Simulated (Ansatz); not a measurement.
CdS (started from an entry of an open crystallographic database) at its r2SCAN geometry, run in Ansatz at 4 levels of theory. No magnetic order and no zero-point or thermal motion.

The PBE+SOC input:
```yaml
crystal:
  lattice:
    - [0.0, 2.9392138922, 2.9392138922]
    - [2.9392138922, 0.0, 2.9392138922]
    - [2.9392138922, 2.9392138922, 0.0]
  atoms:
    - { symbol: Cd, position: [0.0, 0.0, 0.0] }
    - { symbol: S, position: [0.25, 0.25, 0.25] }
kpoints:
  mp_grid: { grid: [8, 8, 8] }
  band_path:
    path:
      - [0.0, 0.0, 0.0]
      - [-0.5, -0.5, 0.0]
      - [-0.375, -0.375, 0.25]
      - [-0.375, 0.0, 0.375]
      - [0.0, 0.0, 0.5]
      - [-0.5, -0.25, 0.25]
    npoints: 1
hamiltonian:
  xc: pbe
scf:
  occupations: { method: fermi_dirac, width: 0.02 }
  n_extra_bands: 8
magnetization:
  noncollinear: true
  spin_orbit: true
output:
  forces: true
  stress: true
  eigenvalues: true
  write_density: true
  write_potential: true
  elf: true
  volumetric_format: npy
```

Main results, then, where recorded, the levels near the gap in eV from the Fermi energy (columns number the bands from 0), one row a point of the path (Γ, X, U, K, L, W):
```
Crystal: 2 atoms, lattice volume = 50.784 Å³
Symmetry: 24 space group operations + 24 with time reversal
Magnetic group: BNS 216.75 (UNI 1577)
```
```
Basis set: ecut = 420 eV, 965 PW (Γ)
Bands: 34, of which v1, the nominal top of the filled ones, is band 26 counted from 1 (25 counted from 0)
k-points: 29 of 512 (time reversal used)
Free energy (F): -9160.517280 eV
Fermi energy:    7.149108 eV
--- Stress (GPa, compression-positive) ---
        1.328929       0.000000       0.000000
        0.000000       1.328929       0.000000
        0.000000       0.000000       1.328929
  P = ⅓ Tr σ = 1.3289 GPa (13.289 kbar)
```
```tsv
band_20	band_21	band_22	band_23	band_24	band_25	band_26	band_27	band_28	band_29	band_30	band_31
-0.593	-0.593	-0.547	-0.547	-0.547	-0.547	0.532	0.532	5.681	5.681	6.096	6.096
-4.406	-4.406	-2.372	-2.372	-2.355	-2.355	3.029	3.029	3.762	3.762	8.532	8.532
-4.398	-4.365	-3.016	-2.967	-2.034	-2.018	3.669	3.677	4.817	4.832	7.831	7.886
-4.398	-4.365	-3.016	-2.967	-2.034	-2.018	3.669	3.677	4.817	4.832	7.831	7.886
-4.821	-4.821	-1.304	-1.304	-1.261	-1.261	2.413	2.413	6.331	6.331	6.506	6.506
-4.362	-4.335	-2.771	-2.689	-2.677	-2.651	4.743	4.778	4.854	4.883	6.498	6.708
```

With PBE+SOC the gap is 1.08 eV and direct, at Γ.

HSE06. Against the first input these blocks differ (the band path and keys that only write files left aside):
```yaml
kpoints:
  mp_grid: { grid: [6, 6, 6] }
hamiltonian:
  xc: hse06
scf:
  occupations: { method: fixed }
  n_extra_bands: 4
```
(magnetization left out)

```
Basis set: ecut = 420 eV, 965 PW (Γ)
Bands: 17, of which v1, the nominal top of the filled ones, is band 13 counted from 1 (12 counted from 0)
k-points: 16 of 216 (time reversal used)
Exchange kernel: α = 0.2500, screened, ω = 0.2079 Å⁻¹, Wigner–Seitz truncation, v(0) = 1046.7654 eV·Å³, q-mesh 6×6×6
hybrid outer 1: dexx = +7.967e-3 eV, tail = 2.35e-5 eV
hybrid outer 2: dexx = +2.055e-7 eV, tail = 2.92e-8 eV, Δε = 2.45e-3 eV
Free energy (F): -9162.193173 eV
Fermi energy:    5.944456 eV
--- Stress (GPa, compression-positive) ---
        0.228341       0.000000       0.000000
        0.000000       0.228341       0.000000
        0.000000       0.000000       0.228341
  P = ⅓ Tr σ = 0.2283 GPa (2.283 kbar)
```
```tsv
band_10	band_11	band_12	band_13	band_14	band_15
0.000	0.000	0.000	2.106	7.703	7.703
-4.103	-1.926	-1.926	4.490	5.448	10.395
-4.038	-2.606	-1.567	5.254	6.587	9.584
-4.038	-2.606	-1.567	5.254	6.587	9.584
-4.535	-0.770	-0.770	4.069	8.144	8.144
-3.993	-2.287	-2.286	6.415	6.662	8.378
```

HSE06 gives a direct gap of 2.11 eV at Γ. The mean stress, +0.2 GPa, is small, and the program warns that its thresholds are loose for a hybrid's stress.

HSE06+SOC. Against the first input these blocks differ (the band path and keys that only write files left aside):
```yaml
kpoints:
  mp_grid: { grid: [4, 4, 4] }
hamiltonian:
  xc: hse06
scf:
  occupations: { method: fixed }
  n_extra_bands: 8
output:
  eigenvalues: true
```

```
Basis set: ecut = 420 eV, 965 PW (Γ)
Bands: 34, of which v1, the nominal top of the filled ones, is band 26 counted from 1 (25 counted from 0)
k-points: 8 of 64 (time reversal used)
Exchange kernel: α = 0.2500, screened, ω = 0.2079 Å⁻¹, Wigner–Seitz truncation, v(0) = 1031.7952 eV·Å³, q-mesh 4×4×4
hybrid outer 1: dexx = +7.800e-3 eV, tail = 3.22e-5 eV
hybrid outer 2: dexx = +2.602e-7 eV, tail = 1.30e-7 eV, Δε = 4.02e-3 eV
Free energy (F): -9161.242987 eV
Fermi energy:    5.977007 eV
```
```tsv
band_20	band_21	band_22	band_23	band_24	band_25	band_26	band_27	band_28	band_29	band_30	band_31
-0.064	-0.064	0.000	0.000	0.000	0.000	2.096	2.096	7.396	7.396	7.805	7.805
-4.121	-4.121	-1.957	-1.957	-1.941	-1.941	4.465	4.465	5.427	5.427	10.377	10.377
-4.077	-4.040	-2.649	-2.604	-1.596	-1.581	5.225	5.232	6.558	6.570	9.542	9.590
-4.077	-4.040	-2.649	-2.604	-1.596	-1.581	5.225	5.232	6.558	6.570	9.542	9.590
-4.556	-4.556	-0.820	-0.820	-0.763	-0.763	4.049	4.049	8.029	8.029	8.191	8.191
-4.031	-3.997	-2.359	-2.308	-2.290	-2.267	6.380	6.401	6.622	6.657	8.243	8.441
```

With HSE06+SOC the gap is 2.10 eV and direct, at Γ.

**Question.** In the first input these blocks are replaced (the band path and keys that only write files left aside):
```yaml
crystal:
  host: atoms
kpoints:
  mp_grid: { grid: [6, 6, 6] }
hamiltonian:
  xc:
    exchange: pbe
    correlation: pbe
    exx: { coeff: inverse_dielectric }
scf:
  occupations: { method: fixed }
  n_extra_bands: 4
```
(magnetization left out)
What comes out?

**Answer.**
```
ε∞ on k-mesh 4×4×4 of a primitive cell: xx 6.1908, yy 6.1908, zz 6.1908; 3/Tr ε∞, of that cell with its empty space = 0.16152977102514635
Basis set: ecut = 420 eV, 965 PW (Γ)
Bands: 17, of which v1, the nominal top of the filled ones, is band 13 counted from 1 (12 counted from 0)
k-points: 16 of 216 (time reversal used)
hybrid outer 1: dexx = +3.314e-3 eV, tail = 5.03e-6 eV
hybrid outer 2: dexx = +3.591e-8 eV, tail = 9.83e-9 eV, Δε = 1.03e-3 eV
Free energy (F): -9160.331787 eV
Fermi energy:    5.946579 eV
--- Stress (GPa, compression-positive) ---
        0.513194       0.000000       0.000000
        0.000000       0.513194       0.000000
        0.000000       0.000000       0.513194
  P = ⅓ Tr σ = 0.5132 GPa (5.132 kbar)
```
```tsv
band_10	band_11	band_12	band_13	band_14	band_15
0.000	0.000	0.000	2.142	7.742	7.742
-4.062	-1.907	-1.907	4.602	5.501	10.393
-4.011	-2.583	-1.553	5.336	6.622	9.630
-4.011	-2.583	-1.553	5.336	6.622	9.630
-4.494	-0.765	-0.765	4.115	8.194	8.194
-3.969	-2.278	-2.258	6.515	6.656	8.411
```
With DDH-PBE0 the gap is 2.14 eV and direct, at Γ. At this geometry DDH-PBE0 finds +0.5 GPa, compression counted positive: its own equilibrium volume is larger. (The program warns that its thresholds are loose for a hybrid's stress.)

The hybrids run on coarser meshes, which limits their stresses and small splittings of levels.

Totals of different functionals, or with and without spin-orbit coupling, can't be compared.

Only the levels marked +SOC include spin-orbit coupling.

The meshes of the hybrids are coarse, so their gaps aren't converged to the digits shown.
